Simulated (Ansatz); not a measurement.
# Ba: the cost of one run

Program: Ansatz 0.2.0. Level of theory: DFT PBE, scalar-relativistic, plane waves, PAW. These are calculated values, not measurements.

1 further run of the same task is left out (it didn't finish).

## (1) Starting point

Symmetry: P6_3/mmc, No. 194, hexagonal system. The conventional cell has a = 2.492 Å, b = 2.492 Å, c = 8.093 Å, α = 90.00°, β = 90.00°, γ = 120.00°. Co (site symmetry -3m) is surrounded by 12 Co at 2.48 to 2.49 Å. Co (site symmetry -6m2) has 12 Co at 2.48 to 2.49 Å as nearest neighbours.

As a file:

```
CELL_PARAMETERS angstrom
2.49160 0.00000 0.00000
-1.24580 2.15778 0.00000
0.00000 0.00000 8.09332
ATOMIC_POSITIONS crystal
Co 0.00000 0.00000 0.00000
Co 0.33333 0.66667 0.25000
Co 0.00000 0.00000 0.50000
Co 0.66667 0.33333 0.75000
```

It goes back to an entry of the Materials Project.

It is the result of an earlier relaxation at this level (volume 10.88 Å³/atom; gap on the mesh: none (metal), site moments up to 1.7 μB).

## (2) Swap Co → Ba

Ba starts from the relaxed positions of Co, with all lengths scaled by 1.449, a guess from tabulated radii.

## (3) Probe: one point at the start (Ba)

File input.yaml:

```yaml
crystal:
  lattice:
    - [3.6096482978, 0.0, 0.0]
    - [-1.804824149, 3.1260471246, 0.0]
    - [0.0, 0.0, 11.7250313173]
  atoms:
    - { symbol: Ba, position: [0.0, 0.0, 0.0] }
    - { symbol: Ba, position: [0.3333333333, 0.6666666667, 0.25] }
    - { symbol: Ba, position: [0.0, 0.0, 0.5] }
    - { symbol: Ba, position: [0.6666666667, 0.3333333333, 0.75] }
basis:
  ecutwfc: 420
kpoints:
  mp_grid: { grid: [6, 6, 2] }
hamiltonian:
  xc: pbe
scf:
  occupations: { method: gaussian, width: 0.1 }
output:
  forces: true
  stress: true
  eigenvalues: true
```

Launch:

```bash
$ ansatz run input.yaml --threads 1 --pin off --max-ram 2560MiB --backend cpu --events-out ev --progress --plain --runs-dir out
```

What time and memory should one allow on 1 thread of Intel Xeon Platinum 8488C (Sapphire Rapids), shared host?

About 2.1 s, with a peak of 0.42 GiB.
